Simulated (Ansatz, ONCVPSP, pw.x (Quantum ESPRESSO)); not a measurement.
**From atom to crystal: ONCV potential for tungsten (W)**

```json
{
 "Element": "W",
 "Generator": "ONCVPSP 4.0.1.1 (patched build)",
 "Type": "optimised norm-conserving Vanderbilt (ONCV)",
 "Functional": "PBE",
 "Relativity": "scalar-relativistic",
 "Frozen core": "[Kr] 4d10 4f14",
 "Valence charge": "14",
 "Reference configuration": "5s2 5p6 5d5 6s1",
 "Partial waves": "5s+6s: rc 1.86 bohr, ncon 4, nbas 8, qcut 5.9 1/bohr, 2 projectors; 5p: rc 1.90 bohr, ncon 4, nbas 8, qcut 6.1 1/bohr, 3 projectors, debl 0.6 Ha; 5d: rc 2.72 bohr, ncon 4, nbas 8, qcut 7 1/bohr, 3 projectors, debl 4 Ha",
 "Local potential": "polynomial inside 1.28 bohr (lpopt 2, dvloc0 2 Ha)",
 "Core correction": "Teter function fitted to the true core (icmod 2), fcfact 0.5"
}
```

In the p channel the program set the typed energies aside and used -1.522, 0.250, 0.850 Ha.

Crystal test: fcc W in pw.x 7.5, no spin, 14³ k-points, Fermi–Dirac smearing 0.01 Ry, cutoffs 50/200 Ry. The reference is all-electron LAPW (Ansatz 0.2.0) with the same functional, mesh and smearing; V0 and B0 come from Birch–Murnaghan fits to the pressures at five volumes. Errors are pseudo minus all-electron; Δ is the rms difference of the E(V) curves that follow from these fits, minima aligned, over ±6 % about the mean V0. Mesh and smearing are coarse, so the numbers serve the comparison and aren't converged zero-temperature values; the lattice is a test structure that the element need not adopt.

All-electron: a0 = 4.039 Å (V0 = 16.47 Å³/atom), B0 = 280.9 GPa.

Task: How far does the potential miss the all-electron equation of state?

Result: mean pressure error (GPa): -2.44; a0 (Å): 4.027; a0 error (%): -0.29; B0 error (%): +0.4; Δ (meV/atom): 8.8. Atomic configuration tests: 1 of 4 tests not solved or not reliable.

| V (Å³/atom) | P all-electron (GPa) | P pseudo (GPa) |
| --- | --- | --- |
| 15.654 | 15.90 | 13.01 |
| 16.066 | 7.42 | 4.78 |
| 16.478 | -0.06 | -2.47 |
| 16.890 | -6.66 | -8.86 |
| 17.302 | -12.47 | -14.49 |

Task: At the middle volume, how do free energy and pressure move when the wave cutoff is lowered (ecutrho kept at four times it)?

Result:

```
cutoff (Ry)  shift of F (meV/atom)  shift of P (GPa)
         22                 +988.3            -52.42
         30                  +42.0             -3.04
         40                   +1.8             -0.03
```

The run at the middle volume (104 k-points, 8 iterations) took about 21 s on one core of a shared host (Neoverse-N1, 64 threads, 124 GiB, load 50).
